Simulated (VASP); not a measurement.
# Zr: single point with PBE

Zr:

```
Zr
1.0
    -1.81000    1.81000    1.81000
     1.81000   -1.81000    1.81000
     1.81000    1.81000   -1.81000
Zr
1
Direct
  0.00000 0.00000 0.00000
```

This isn't the form of Zr at room conditions, which is hcp.

```yaml
Program: VASP 6.6.1
Task: single point
Functional: PBE
Potentials_or_basis: VASP PAW PBE potentials, release 64 (Zr_sv)
Cutoff: 500 eV
k_mesh: 10 × 10 × 10
Occupations: gaussian, width 0.1 eV
Spin: no spin polarisation
Further_INCAR_settings: ALGO = Normal; EDIFF = 1.00e-06
```

```json
{
 "Pressure": "-3.3 GPa",
 "Band gap on the k mesh": "none (metal or under the smearing width)"
}
```

Levels at points of the mesh, in eV from the Fermi level:
```
           k point  band 3  band 4  band 5  band 6  band 7  band 8  band 9  band 10
(0.00, 0.00, 0.00)  -26.12  -26.12   -5.39    1.06    1.06    1.06    3.48     3.48
(0.50, 0.00, 0.00)  -26.41  -26.13   -2.78   -0.68    1.46    3.46    4.12     6.11
(0.50, 0.50, 0.50)  -26.75  -26.75   -2.51   -2.51    5.46    5.46    5.46     7.21
```

Run time: 9.9 s on 1 thread of Intel(R) Xeon(R) Platinum 8488C (Sapphire Rapids), with other jobs on the host, peak memory 0.13 GiB.
